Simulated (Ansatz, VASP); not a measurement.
**Hf in VASP and in Ansatz**

```
Hf
1.0
     2.85433    0.00000    0.00000
     0.00000    2.85433    0.00000
     0.00000    0.00000    2.85433
Hf
1
Direct
  0.50000 0.50000 0.50000
```

The cell was built by a generator and needn't be a form met in nature.

Alike in both runs: task single point; functional PBE; k mesh 9 × 9 × 9; occupations fermi-dirac, width 0.05 eV; no spin polarisation.

|  | VASP | Ansatz |
| --- | --- | --- |
| version | VASP 6.6.1 | Ansatz 0.2.0 |
| potentials or method | VASP PAW PBE potentials, release 64 (Hf_pv) | Ansatz PAW |
| plane-wave cutoff (eV) | 520 | 420 |
| valence electrons in the cell | 10 | 26 |

```csv
,VASP,Ansatz,Ansatz less VASP
gap on the k mesh at the Fermi level (eV),none,none,-
pressure (GPa),4.9,5.2,+0.28
```

A gap of «none» marks a metal or a gap that the smearing closes. With one functional, cell and mesh, what is left measures potentials, basis and numerics. The two sets of potentials don't hold the same shells in valence.

The runs have no spin-orbit coupling, so splittings on Hf are missing.
